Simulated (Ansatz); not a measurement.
This cell of CsBr (CsCl type) is off equilibrium:

```
CsBr
1.0
    8.64696     0.00000     0.00000
    0.00000     4.32348     0.00000
    0.00000     0.00000     4.32348
Cs Br
2 2
Direct
  0.00000   0.00000   0.00000
  0.50000   0.00000   0.00000
  0.25000   0.50000   0.50000
  0.64129   0.28258   0.50000
```

The numbers are results of r2SCAN (plane waves to 500 eV, PAW, scalar-relativistic; Ansatz, a first-principles code), not measurements. k mesh 3×6×6 (Γ-centred), Fermi-Dirac smearing 0.05 eV. Energies are smeared free energies. Compression counts positive. CsBr was relaxed with its symmetry unable to fall.

**Question.** What forces act on the atoms (eV/Å, Cartesian)?

**Answer.** 
```json
[
 {"atom": "Cs1", "Fx": "0.124", "Fy": "0.011", "Fz": "0.000"},
 {"atom": "Cs2", "Fx": "-2.952", "Fy": "-2.852", "Fz": "0.000"},
 {"atom": "Br3", "Fx": "-0.844", "Fy": "-0.009", "Fz": "0.000"},
 {"atom": "Br4", "Fx": "3.672", "Fy": "2.850", "Fz": "0.000"}
]
```

**Question.** What is the stress tensor (GPa)?

**Answer.** 
```
    3.5      3.5      0.0
    3.5      3.6      0.0
    0.0      0.0     10.6
```
The pressure, a third of the trace, is 5.9 GPa.

**Question.** In it atom 4 sits (-0.940, -0.940, 0.000) Å away from its relaxed site. What is its energy relative to the relaxed cell?

**Answer.** 2151 meV/cell.

(A displaced cell: forces are minus the slopes of the energy, force constants its curvatures, and phonons follow from these.)
